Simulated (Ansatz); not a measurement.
PbI₂: how strain makes field gradients

```yaml
crystal:
  lattice:
    - [4.55500, 0.00000, 0.00000]
    - [-2.27750, 3.94475, 0.00000]
    - [0.00000, 0.00000, 6.97700]
  atoms:
    - { symbol: Pb, position: [0.00000, 0.00000, 0.00000] }
    - { symbol: I, position: [0.33333, 0.66667, 0.26500] }
    - { symbol: I, position: [0.66667, 0.33333, 0.73500] }
```

Atom numbers follow the list: Pb1, I2, I3.

The cell is COD entry 9009114, as deposited and not checked against the literature; nothing was relaxed.

The calculation used DFT, PBEsol, all-electron PAW with datasets made for the crystal, scalar-relativistic (Ansatz 0.2.0).

The runs use a Γ-centred 8×8×5 k mesh, Fermi–Dirac smearing of 0.02 eV, cutoff 240 eV (chosen by the program for this cell), no spin polarisation.

The cell is scaled evenly. Fractional coordinates are held (clamped ions).

The columns are Cartesian components of the electric field gradient at the nuclei, in 10²¹ V/m².

No spin–orbit coupling: at heavy atoms the gradients can be off by tens of per cent for that reason.

Only quantities that a quadratic follows smoothly over the whole series are listed; rougher ones are left out.

```
ln(V/Vcell)  Vzz at Pb1  Vzz at I2
    -0.0619        1.97       0.48
    -0.0408        1.88       0.51
    -0.0202        1.81       0.54
    -0.0101        1.78       0.56
     0.0000        1.75       0.58
     0.0198        1.69       0.61
     0.0392        1.64       0.65
     0.0583        1.60       0.69
```

Problem. Fit the series and give the gradient–strain slopes.

Solution. Least-squares fits y = p0 + p1 x + p2 x² to the rows give Vzz at Pb1: p1 = -3.03, p2 = 8.7; Vzz at I2: p1 = 1.76, p2 = 3.1. The slopes p1 are in 10²¹ V/m² per unit strain, for clamped ions.

Problem. One run, at ln(V/Vcell) = 0.0100, is withheld. Predict its row.

Solution. The fits give 1.72, 0.59; the run gave 1.72, 0.59.
